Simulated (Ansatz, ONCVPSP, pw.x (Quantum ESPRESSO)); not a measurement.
## From atom to crystal: ONCV potential for platinum

ONCVPSP 4.0.1 input, shortened (lines: element, Z, core and valence counts, functional; n l f; lmax; l rc ep ncon nbas qcut; lloc lpopt rc5 dvloc0; l nproj debl; icmod fcfact rcfact), PBE, scalar-relativistic:

```
  Pt 78.00   10    4        4      upf
    1    0    2.00
    2    0    2.00
    2    1    6.00
    3    0    2.00
    3    1    6.00
    3    2   10.00
    4    0    2.00
    4    1    6.00
    4    2   10.00
    4    3   14.00
    5    0    2.00
    5    1    6.00
    5    2    9.00
    6    0    1.00
    2
    0    1.65    0.00    3    8    6.80
    1    1.45    0.00    4    7    9.40
    2    1.75    0.00    4    8    7.40
    4    3    1.45    1.00
    0    2    0.50
    1    2    1.30
    2    1    3.10
    0    0.00    0.00
```

In the p channel the program set the typed energies aside and used -2.059, 0.250 Ha.

Atomic tests: cutoffs needed: 32 Ha and 37 Ha (the cutoffs (Ha) at which the residual kinetic energy of the hardest occupied pseudo-wave falls to 1 and 0.1 mHa per electron); ghost test: no bound ghost flagged; no localised positive-energy state flagged; largest excitation error: -7.3 meV (all-electron minus pseudo) for 5s2 5p6 5d7 6s0, out of 4 test configurations.

Crystal test: sc Pt in pw.x 7.5, no spin, 12³ k-points, Fermi–Dirac smearing 0.01 Ry, cutoffs 90/360 Ry. The reference is all-electron LAPW (Ansatz 0.2.0) with the same functional, mesh and smearing; V0 and B0 come from Birch–Murnaghan fits to the pressures at five volumes. Errors are pseudo minus all-electron; Δ is the rms difference of the E(V) curves that follow from these fits, minima aligned, over ±6 % about the mean V0. Mesh and smearing are coarse, so the numbers serve the comparison and aren't converged zero-temperature values; the lattice is a test structure that the element need not adopt.

All-electron: a0 = 2.626 Å (V0 = 18.11 Å³/atom), B0 = 184.3 GPa.

Q: How far does the potential miss the all-electron equation of state?

A: mean pressure error (GPa): -0.67; a0 (Å): 2.623; a0 error (%): -0.12; B0 error (%): +0.5; Δ (meV/atom): 2.7.

```tsv
V (Å³/atom)	P all-electron (GPa)	P pseudo (GPa)
17.283	9.80	8.99
17.738	4.08	3.35
18.193	-0.80	-1.47
18.648	-4.96	-5.56
19.103	-8.49	-9.04
```

Q: At the middle volume, how do free energy and pressure move when the wave cutoff is lowered (ecutrho kept at four times it)?

A:

```
cutoff (Ry)  shift of F (meV/atom)  shift of P (GPa)
         40                +3334.9            -70.12
         54                 +688.5            -29.36
         72                  +29.9             -2.79
```

The run at the middle volume (84 k-points, 8 iterations) took about 12 s on one core of a shared host (Intel(R) Xeon(R) 6975P-C, 192 threads, 378 GiB, load 72).
